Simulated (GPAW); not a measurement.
# Quasiparticle gap of LiF (Fm-3m) in GPAW

Wanted: ground state, empty states, screening and self-energy for LiF (Fm-3m).

Main program and level: GPAW 26.7.0; PBE and many-body steps on it, plane waves.

Report form: the programs' logs are mostly left out.

## 1. The structure

The structure is cubic, space group Fm-3m (No. 225). Conventional cell: a = 4.028 Å, b = 4.028 Å, c = 4.028 Å, α = 90.00°, β = 90.00°, γ = 90.00°. Li has 6 F at 2.01 Å nearest. Nearest to F lie 6 Li at 2.01 Å. Farther neighbours and most contacts between anions are not listed.

Structure file:

```
Li F
1.0
     0.00000    2.01400    2.01400
     2.01400    0.00000    2.01400
     2.01400    2.01400    0.00000
Li F
1 1
Cartesian
  0.0000 0.0000 0.0000
  2.0140 2.0140 2.0140
```

The cell and positions come from the Crystallography Open Database and are kept as given unless a step says otherwise.

## 2. Ground state

This step: GPAW 26.7.0; DFT, PBE, plane waves, PAW.

The ground-state density comes first.

The input, run.py:

```python
import json
import numpy as np
from gpaw.mpi import world
from ase import Atoms
from gpaw import GPAW, PW, FermiDirac

atoms = Atoms(['Li', 'F'],
    cell=[[0.0000000000, 2.0140000000, 2.0140000000],
      [2.0140000000, 0.0000000000, 2.0140000000],
      [2.0140000000, 2.0140000000, 0.0000000000]],
    scaled_positions=[[0.0000000000, 0.0000000000, 0.0000000000],
      [0.5000000000, 0.5000000000, 0.5000000000]],
    pbc=(True, True, True))
calc = GPAW(mode=PW(600),
    xc='PBE',
    kpts={'size': (10, 10, 10), 'gamma': True},
    occupations=FermiDirac(0.001),
    nbands=-7,
    convergence={'density': 1e-6, 'bands': -3},
    maxiter=100,
    txt='gs.txt')
atoms.calc = calc
res = {'energy': atoms.get_potential_energy()}
kpts = calc.get_ibz_k_points()
res['kpts'] = kpts
res['eigenvalues'] = [calc.get_eigenvalues(kpt=k) for k in range(len(kpts))]
res['n_electrons'] = calc.get_number_of_electrons()
calc.write('gs.gpw')

if world.rank == 0:
    with open('result.json', 'w') as f:
        json.dump(res, f, default=lambda x: x.tolist())
```

Run with:

```bash
$ mpirun -n 8 gpaw python run.py
```

The job ended after 3.4 s (8 MPI ranks of Arm Neoverse V2, shared host; peak memory 1.1 GiB; 26 s of CPU time).

This step gave:

- total energy: -9.504 eV
- gap: 9.070 eV
- k of the valence top: 0, 0, 0
- k of the conduction bottom: 0, 0, 0
- least direct gap: 9.070 eV

The gap is direct, at Γ.

## 3. Bands along the symmetry lines

Levels along a band path, at the cheap level, show where the edges lie and whether the meshes to come will hold them.

The input, run.py:

```python
import json
import numpy as np
from gpaw.mpi import world
from gpaw import GPAW

path = [[0.000000, 0.000000, 0.000000],
    [0.062500, 0.000000, 0.062500],
    [0.125000, 0.000000, 0.125000],
    [0.187500, 0.000000, 0.187500],
    [0.250000, 0.000000, 0.250000],
    [0.312500, 0.000000, 0.312500],
    [0.375000, 0.000000, 0.375000],
    [0.437500, 0.000000, 0.437500],
    [0.500000, 0.000000, 0.500000],
    [0.515625, 0.031250, 0.515625],
    [0.531250, 0.062500, 0.531250],
    [0.546875, 0.093750, 0.546875],
    [0.562500, 0.125000, 0.562500],
    [0.578125, 0.156250, 0.578125],
    [0.593750, 0.187500, 0.593750],
    [0.609375, 0.218750, 0.609375],
    [0.625000, 0.250000, 0.625000],
    [0.375000, 0.375000, 0.750000],
    [0.328125, 0.328125, 0.656250],
    [0.281250, 0.281250, 0.562500],
    [0.234375, 0.234375, 0.468750],
    [0.187500, 0.187500, 0.375000],
    [0.140625, 0.140625, 0.281250],
    [0.093750, 0.093750, 0.187500],
    [0.046875, 0.046875, 0.093750],
    [0.000000, 0.000000, 0.000000],
    [0.062500, 0.062500, 0.062500],
    [0.125000, 0.125000, 0.125000],
    [0.187500, 0.187500, 0.187500],
    [0.250000, 0.250000, 0.250000],
    [0.312500, 0.312500, 0.312500],
    [0.375000, 0.375000, 0.375000],
    [0.437500, 0.437500, 0.437500],
    [0.500000, 0.500000, 0.500000],
    [0.500000, 0.468750, 0.531250],
    [0.500000, 0.437500, 0.562500],
    [0.500000, 0.406250, 0.593750],
    [0.500000, 0.375000, 0.625000],
    [0.500000, 0.343750, 0.656250],
    [0.500000, 0.312500, 0.687500],
    [0.500000, 0.281250, 0.718750],
    [0.500000, 0.250000, 0.750000],
    [0.500000, 0.218750, 0.718750],
    [0.500000, 0.187500, 0.687500],
    [0.500000, 0.156250, 0.656250],
    [0.500000, 0.125000, 0.625000],
    [0.500000, 0.093750, 0.593750],
    [0.500000, 0.062500, 0.562500],
    [0.500000, 0.031250, 0.531250],
    [0.500000, 0.000000, 0.500000]]
calc = GPAW('gs.gpw').fixed_density(kpts=path,
    symmetry='off',
    nbands=14,
    convergence={'bands': 10},
    txt='bands.txt')
res = {}
kpts = calc.get_ibz_k_points()
res['kpts'] = kpts
res['eigenvalues'] = [calc.get_eigenvalues(kpt=k) for k in range(len(kpts))]
res['n_electrons'] = calc.get_number_of_electrons()

if world.rank == 0:
    with open('result.json', 'w') as f:
        json.dump(res, f, default=lambda x: x.tolist())
```

Run with:

```bash
$ mpirun -n 8 gpaw python run.py
```

It took 3 s on 8 MPI ranks; peak memory 1.1 GiB.

This step gave:

```yaml
gap: 9.068 eV
k_of_the_valence_top: 0.0469, 0.0469, 0.0938
k_of_the_conduction_bottom: 0, 0, 0
least_direct_gap: 9.070 eV
```

The gap is 9.068 eV, −0.002 eV from the run before at this level.

Electronic bands along the path, in eV, zero at the top of the highest filled band; v1 is the highest filled band, c1 the lowest empty one:

```tsv
point	v4	v3	v2	v1	c1	c2	c3	c4
Γ	-20.03	0.00	0.00	0.00	9.07	24.20	24.20	24.20
halfway	-19.71	-1.43	-0.51	-0.51	11.41	18.85	19.80	20.73
X	-19.30	-3.01	-1.00	-1.00	14.83	16.57	17.45	20.33
halfway	-19.31	-2.88	-1.18	-0.93	14.85	15.88	17.69	20.15
U	-19.34	-2.50	-1.57	-0.73	14.52	14.93	18.43	19.75
jump to K	-19.34	-2.50	-1.57	-0.73	14.52	14.93	18.43	19.75
halfway	-19.70	-1.51	-0.76	-0.08	11.08	17.02	19.99	20.28
Γ	-20.03	0.00	0.00	0.00	9.07	24.20	24.20	24.20
halfway	-19.80	-1.38	-0.11	-0.11	10.33	18.00	20.67	20.67
L	-19.56	-2.53	-0.22	-0.22	10.77	16.77	18.97	18.97
halfway	-19.44	-2.34	-1.23	-0.48	12.53	15.78	19.03	19.20
W	-19.32	-2.08	-2.08	-0.80	15.09	15.09	17.49	19.25
halfway	-19.31	-2.75	-1.34	-0.90	14.87	15.78	17.47	19.78
X	-19.30	-3.01	-1.00	-1.00	14.83	16.57	17.45	20.33
```

## 4. Empty states on the mesh, 6×6×6 mesh, 78 bands

The sums over transitions need many empty states on a uniform mesh; this step solves for them.

The input, run.py:

```python
import json
import numpy as np
from gpaw.mpi import world
from gpaw import GPAW

calc = GPAW('gs.gpw').fixed_density(kpts={'size': (6, 6, 6), 'gamma': True},
    parallel={'domain': 1, 'band': 1},
    txt='nscf.txt')
calc.diagonalize_full_hamiltonian(nbands=78)
calc.write('full.gpw', mode='all')
res = {}
kpts = calc.get_ibz_k_points()
res['kpts'] = kpts
res['eigenvalues'] = [calc.get_eigenvalues(kpt=k) for k in range(len(kpts))]
res['n_electrons'] = calc.get_number_of_electrons()

if world.rank == 0:
    with open('result.json', 'w') as f:
        json.dump(res, f, default=lambda x: x.tolist())
```

Run with:

```bash
$ mpirun -n 8 gpaw python run.py
```

The job ended after 3.2 s (8 MPI ranks; peak memory 1 GiB; 25 s of CPU time).

Numbers from this step:

| Property | Result |
| --- | --- |
| gap | 9.070 eV |
| k of the valence top | 0, 0, 0 |
| k of the conduction bottom | 0, 0, 0 |
| least direct gap | 9.070 eV |
| k points computed | 16 |
| lowest point of the top converged band, above the valence top | 150.7200 eV |

On this mesh the gap is 9.070 eV.

## 5. Screening and self-energy, 6×6×6 mesh, 68 bands, screening to 150 eV

G0W0 replaces the xc potential by the self-energy, built once from these orbitals. Only a window of levels is corrected, while the sums run over the empty bands that the input names.

This step: G0W0 on PBE, plane waves, PAW.

The input, run.py:

```python
import json
import numpy as np
from gpaw.mpi import world
from gpaw.response.g0w0 import G0W0

gw = G0W0('full.gpw',
    filename='gw',
    kpts=[0],
    bands=(2, 6),
    ecut=150,
    nbands=68,
    integrate_gamma='WS',
    ppa=True)
gw.calculate()
res = {mode: {k: v for k, v in r.items() if k != 'sigma_eskwn'}
       for mode, r in gw.all_results.items()}

if world.rank == 0:
    with open('result.json', 'w') as f:
        json.dump(res, f, default=lambda x: x.tolist())
```

Run with:

```bash
$ mpirun -n 8 gpaw python run.py
```

The job ended after 15 s (8 MPI ranks; peak memory 1.5 GiB).

This step gave:

```yaml
g0w0_gap_on_the_points_computed: 13.26 eV
least_direct_g0w0_gap_on_the_computed_points: 13.26 eV
z_at_the_valence_top: 0.8215
z_at_the_conduction_bottom: 0.8917
starting_gap_on_the_mesh: 9.070 eV
k_of_the_valence_top: 0, 0, 0
k_of_the_conduction_bottom: 0, 0, 0
```

The gap on the mesh goes from 9.07 eV to 13.26 eV, a correction of +4.19 eV.

Limits: finite bands, cutoff and mesh. v1 is the top filled band, c1 the lowest empty one. Levels before and after the correction, in eV, zero at the valence-band top of each column:

```tsv
	conduction bottom	valence top
Kohn-Sham	9.07	0.00
G0W0	13.26	0.00
```

```tsv
	level	energy (eV)
Kohn-Sham	Γ v2-v1	0.000
Kohn-Sham	Γ c1	9.070
Kohn-Sham	Γ c2	24.204
G0W0	Γ v2-v1	0.000
G0W0	Γ c1	13.261
G0W0	Γ c2	28.941
```

## 6. Where the time went

Times are wall times on 8 MPI ranks of Arm Neoverse V2, shared host, good to a factor of about two.

```tsv
step	time	share	memory (GiB)
ground state	3.4 s	14 %	1.1
bands along the symmetry lines	3 s	12 %	1.1
empty states on the mesh	3.2 s	13 %	1.0
screening and self-energy	15 s	60 %	1.5
```

## 7. Summary of results

| Item | Value |
| --- | --- |
| PBE gap | 9.07 eV, indirect (only 2 meV under the direct gap) |
| G0W0 gap on the mesh | 13.26 eV |
| GW settings | 6×6×6 mesh, 68 bands, screening to 150 eV, Godby-Needs plasmon pole |
| known limits | not at the basis limit |

**Reading.** G0W0 moves the gap on the mesh from 9.07 eV to 13.26 eV (+4.19 eV), with Z of 0.82 and 0.89 at the edges. Only 1 of the mesh's irreducible points was corrected, so a valley elsewhere could overtake. The dearest step here is «screening and self-energy». Bands and cutoff are finite, so the gap is not at the basis limit. The miss can reach some tenths of an eV and take either sign; the mesh is an error of its own. These stock PAW sets were not made for GW. In the G0W0 run levels were corrected at 1 k point alone, so a gap called «on the mesh» is the least over those, and an edge elsewhere would be missed.

[Paths, hosts, dates, memory and timing lines, banners, echoed tables and standing remarks are left out of the program output.]

[Logs are printed without paths, hosts, clocks, repeated set-up lines and the standing remarks that a program may print on its own settings, such as how far it seeks lower states.]

[Runs of the session that timed out or met a known fault of the program may be left out.]

[Hosts, paths, dates, database ids (printed as entryN), source tags and the programs' standing remarks are cut or masked in the printed files.]
